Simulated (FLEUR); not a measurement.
Here is a FLEUR MaX-R8.1 (later development tree) calculation.

File inp.xml:

```xml
<?xml version="1.0" encoding="UTF-8" standalone="no"?>
<fleurInput fleurInputVersion="0.39">
   <comment>
      Ni                                                                                                  
   </comment>
   <calculationSetup>
      <cutoffs Kmax="4.67" Gmax="14.5" GmaxXC="14.5" numbands="0"/>
      <scfLoop itmax="80" minDistance="0.0001" maxIterBroyd="30" imix="Anderson" alpha="0.05" precondParam="0.0" spinf="2.0" sdNocoIR="T"/>
      <coreElectrons ctail="F" frcor="F" kcrel="0" coretail_lmax="0"/>
      <xcFunctional name="LibXC" relativisticCorrections="F">
         <LibXCName exchange="mgga_x_r2scan" correlation="mgga_c_r2scan"/>
         <AuxGGA exchange="117" correlation="130"/>
      </xcFunctional>
      <magnetism jspins="2"/>
      <soc l_soc="F" theta="0.0" phi="0.0" spav="F"/>
      <expertModes spex="0" secvar="F"/>
      <geometryOptimization l_f="F" forcealpha="1.0" forcemix="BFGS" epsdisp="0.00001" epsforce="0.00001"/>
      <ldaU l_linMix="F" mixParam="0.05" spinf="1.0"/>
   </calculationSetup>
   <cell>
      <bzIntegration valenceElectrons="18.0" mode="hist" fermiSmearingEnergy="0.00183747">
         <kPointListSelection listName="default-1"/>
         <!-- k-points included here -->
         <xi:include xmlns:xi="http://www.w3.org/2001/XInclude" href="kpts.xml"> </xi:include>
      </bzIntegration>
      <!-- symmetry operations included here -->
      <xi:include xmlns:xi="http://www.w3.org/2001/XInclude" href="sym.xml"> </xi:include>
      <bulkLattice scale="1.0">
         <bravaisMatrix>
            <row-1>   -2.6148432726721675     2.6148432726721675     2.6148432726721675</row-1>
            <row-2>    2.6148432726721675    -2.6148432726721675     2.6148432726721675</row-2>
            <row-3>    2.6148432726721675     2.6148432726721675    -2.6148432726721675</row-3>
         </bravaisMatrix>
      </bulkLattice>
   </cell>
   <atomSpecies>
      <species name="Nickel (Ni1.000" element="Ni" atomicNumber="28">
         <mtSphere radius="2.1" gridPoints="695" logIncrement="0.018"/>
         <atomicCutoffs lmax="8" lnonsphr="8"/>
         <electronConfig flipSpins="F">
            <coreConfig>(1s1/2) (2s1/2) (2p1/2) (2p3/2)</coreConfig>
            <valenceConfig>(3s1/2) (3p1/2) (3p3/2) (4s1/2) (3d3/2) (3d5/2)</valenceConfig>
            <stateOccupation state="(3d3/2)" spinUp="1.6" spinDown="1.6"/>
            <stateOccupation state="(3d5/2)" spinUp="2.9" spinDown="1.9"/>
         </electronConfig>
         <energyParameters s="4" p="4" d="3" f="4"/>
         <lo type="SCLO" l="0" n="3" eDeriv="0"/>
         <lo type="SCLO" l="1" n="3" eDeriv="0"/>
         <lo type="SCLO" l="1" n="3" eDeriv="1"/>
         <lo type="SCLO" l="2" n="3" eDeriv="2"/>
         <lo type="SCLO" l="3" n="4" eDeriv="2"/>
      </species>
   </atomSpecies>
   <atomGroups>
      <atomGroup species="Nickel (Ni1.000">
         <relPos label="                   1">.0000000000 .0000000000 .0000000000</relPos>
         <force calculate="T" relaxXYZ="TTT"/>
      </atomGroup>
   </atomGroups>
   <output dos="F" band="F" slice="F">
      <checks vchk="F" cdinf="F"/>
      <bandDOS minEnergy="-.5*Htr" maxEnergy="0.5*Htr" sigma="0.015" storeEVData="T"/>
      <vacuumDOS vacdos="F" integ="F" star="F" nstars="0" locx1="0.0" locy1="0.0" locx2="0.0" locy2="0.0" nstm="0" tworkf="0.0"/>
      <unfoldingBand unfoldBand="F" supercellX="1" supercellY="1" supercellZ="1"/>
      <plotting iplot="0" polar="F">
         <plot TwoD="T" vec1="  1.0  0.0  0.0" vec2="  0.0  1.0  0.0" vec3="  0.0  0.0  1.0" zero="  0.0  0.0  0.0" file="plot"/>
      </plotting>
      <chargeDensitySlicing numkpt="0" minEigenval="0.0" maxEigenval="0.0" nnne="0" pallst="F"/>
      <specialOutput eonly="F"/>
      <moessbauerParams electricFieldGradient="T" isomerShift="T" coreHyperfine="T" valenceHyperfine="T"/>
      <magneticCircularDichroism mcd="F" energyLo="-10.0" energyUp="0.0"/>
   </output>
  <!-- We include the file relax.xml here to enable relaxations (see documentation) -->
  <xi:include xmlns:xi="http://www.w3.org/2001/XInclude" href="relax.xml"> <xi:fallback/> </xi:include>
</fleurInput>
```

crystal.txt

```
Ni
&input cartesian=F /
-1.3837154700  1.3837154700  1.3837154700
1.3837154700  -1.3837154700  1.3837154700
1.3837154700  1.3837154700  -1.3837154700
1.8897261246
1.0 1.0 1.0

1
28 0.0000000000  0.0000000000  0.0000000000 : 1.000

&kpt div1=13 div2=13 div3=13 gamma=T /
```

inp.xml (bands)

```
<?xml version="1.0" encoding="UTF-8" standalone="no"?>
<fleurInput fleurInputVersion="0.39">
   <comment>
      Ni                                                                                                  
   </comment>
   <calculationSetup>
      <cutoffs Kmax="4.67" Gmax="14.5" GmaxXC="14.5" numbands="0"/>
      <scfLoop itmax="80" minDistance="0.0001" maxIterBroyd="30" imix="Anderson" alpha="0.05" precondParam="0.0" spinf="2.0" sdNocoIR="T"/>
      <coreElectrons ctail="F" frcor="F" kcrel="0" coretail_lmax="0"/>
      <xcFunctional name="LibXC" relativisticCorrections="F">
         <LibXCName exchange="mgga_x_r2scan" correlation="mgga_c_r2scan"/>
         <AuxGGA exchange="117" correlation="130"/>
      </xcFunctional>
      <magnetism jspins="2"/>
      <soc l_soc="F" theta="0.0" phi="0.0" spav="F"/>
      <expertModes spex="0" secvar="F"/>
      <geometryOptimization l_f="F" forcealpha="1.0" forcemix="BFGS" epsdisp="0.00001" epsforce="0.00001"/>
      <ldaU l_linMix="F" mixParam="0.05" spinf="1.0"/>
   </calculationSetup>
   <cell>
      <bzIntegration valenceElectrons="18.0" mode="hist" fermiSmearingEnergy="0.00183747">
         <kPointListSelection listName="path-1"/>
         <!-- k-points included here -->
         <xi:include xmlns:xi="http://www.w3.org/2001/XInclude" href="kpts.xml"> </xi:include>
      </bzIntegration>
      <!-- symmetry operations included here -->
      <xi:include xmlns:xi="http://www.w3.org/2001/XInclude" href="sym.xml"> </xi:include>
      <bulkLattice scale="1.0">
         <bravaisMatrix>
            <row-1>   -2.6148432726721675     2.6148432726721675     2.6148432726721675</row-1>
            <row-2>    2.6148432726721675    -2.6148432726721675     2.6148432726721675</row-2>
            <row-3>    2.6148432726721675     2.6148432726721675    -2.6148432726721675</row-3>
         </bravaisMatrix>
      </bulkLattice>
   </cell>
   <atomSpecies>
      <species name="Nickel (Ni1.000" element="Ni" atomicNumber="28">
         <mtSphere radius="2.1" gridPoints="695" logIncrement="0.018"/>
         <atomicCutoffs lmax="8" lnonsphr="8"/>
         <electronConfig flipSpins="F">
            <coreConfig>(1s1/2) (2s1/2) (2p1/2) (2p3/2)</coreConfig>
            <valenceConfig>(3s1/2) (3p1/2) (3p3/2) (4s1/2) (3d3/2) (3d5/2)</valenceConfig>
            <stateOccupation state="(3d3/2)" spinUp="1.6" spinDown="1.6"/>
            <stateOccupation state="(3d5/2)" spinUp="2.9" spinDown="1.9"/>
         </electronConfig>
         <energyParameters s="4" p="4" d="3" f="4"/>
         <lo type="SCLO" l="0" n="3" eDeriv="0"/>
         <lo type="SCLO" l="1" n="3" eDeriv="0"/>
         <lo type="SCLO" l="1" n="3" eDeriv="1"/>
         <lo type="SCLO" l="2" n="3" eDeriv="2"/>
         <lo type="SCLO" l="3" n="4" eDeriv="2"/>
      </species>
   </atomSpecies>
   <atomGroups>
      <atomGroup species="Nickel (Ni1.000">
         <relPos label="                   1">.0000000000 .0000000000 .0000000000</relPos>
         <force calculate="T" relaxXYZ="TTT"/>
      </atomGroup>
   </atomGroups>
   <output dos="F" band="T" slice="F">
      <checks vchk="F" cdinf="F"/>
      <bandDOS minEnergy="-.5*Htr" maxEnergy="0.5*Htr" sigma="0.015" storeEVData="T"/>
      <vacuumDOS vacdos="F" integ="F" star="F" nstars="0" locx1="0.0" locy1="0.0" locx2="0.0" locy2="0.0" nstm="0" tworkf="0.0"/>
      <unfoldingBand unfoldBand="F" supercellX="1" supercellY="1" supercellZ="1"/>
      <plotting iplot="0" polar="F">
         <plot TwoD="T" vec1="  1.0  0.0  0.0" vec2="  0.0  1.0  0.0" vec3="  0.0  0.0  1.0" zero="  0.0  0.0  0.0" file="plot"/>
      </plotting>
      <chargeDensitySlicing numkpt="0" minEigenval="0.0" maxEigenval="0.0" nnne="0" pallst="F"/>
      <specialOutput eonly="F"/>
      <moessbauerParams electricFieldGradient="T" isomerShift="T" coreHyperfine="T" valenceHyperfine="T"/>
      <magneticCircularDichroism mcd="F" energyLo="-10.0" energyUp="0.0"/>
   </output>
  <!-- We include the file relax.xml here to enable relaxations (see documentation) -->
  <xi:include xmlns:xi="http://www.w3.org/2001/XInclude" href="relax.xml"> <xi:fallback/> </xi:include>
</fleurInput>
```

Potentials or basis: all-electron, FLAPW.

Launch:

```bash
$ inpgen -f crystal.txt -profile fastHighL
$ # inp.xml edited to the form shown
$ fleur_MPI
$ fleur_MPI   # second run, on inp.xml (bands)
```

Problem. Predict the site moments.

Solution. Ni +0.71 μB.

Problem. Estimate the net moment.

Solution. 0.65 μB per cell.

Levels at the corners of the path, in eV from the Fermi level:
Spin up:
| point | band 6 | band 7 | band 8 | band 9 | band 10 | band 11 | band 12 | band 13 |
| --- | --- | --- | --- | --- | --- | --- | --- | --- |
| Γ | -2.75 | -2.75 | -2.75 | -1.19 | -1.19 | 27.49 | 27.49 | 27.49 |
| H | -4.69 | -0.62 | -0.62 | -0.62 | 10.29 | 10.29 | 10.29 | 16.20 |
| N | -3.71 | -1.29 | -1.03 | -0.39 | 0.14 | 6.77 | 19.97 | 21.20 |
| Γ | -2.75 | -2.75 | -2.75 | -1.19 | -1.19 | 27.49 | 27.49 | 27.49 |
| P | -3.63 | -3.63 | -1.00 | -1.00 | 8.47 | 8.47 | 8.47 | 10.78 |
| H | -4.69 | -0.62 | -0.62 | -0.62 | 10.29 | 10.29 | 10.29 | 16.20 |
| P | -3.63 | -3.63 | -1.00 | -1.00 | 8.47 | 8.47 | 8.47 | 10.78 |
| N | -3.71 | -1.29 | -1.03 | -0.39 | 0.14 | 6.77 | 19.97 | 21.20 |
Spin down:
| point | band 7 | band 8 | band 9 | band 10 | band 11 | band 12 |
| --- | --- | --- | --- | --- | --- | --- |
| Γ | -1.57 | -1.57 | -0.50 | -0.50 | 27.31 | 27.31 |
| H | 0.72 | 0.72 | 0.72 | 10.26 | 10.26 | 10.26 |
| N | -0.42 | -0.31 | -0.08 | 0.97 | 7.33 | 19.84 |
| Γ | -1.57 | -1.57 | -0.50 | -0.50 | 27.31 | 27.31 |
| P | -2.79 | -0.28 | -0.28 | 8.79 | 8.79 | 8.79 |
| H | 0.72 | 0.72 | 0.72 | 10.26 | 10.26 | 10.26 |
| P | -2.79 | -0.28 | -0.28 | 8.79 | 8.79 | 8.79 |
| N | -0.42 | -0.31 | -0.08 | 0.97 | 7.33 | 19.84 |

Caveat: the meta-GGA is that of a development version, with a GGA for the radial functions and cores and without core tails.
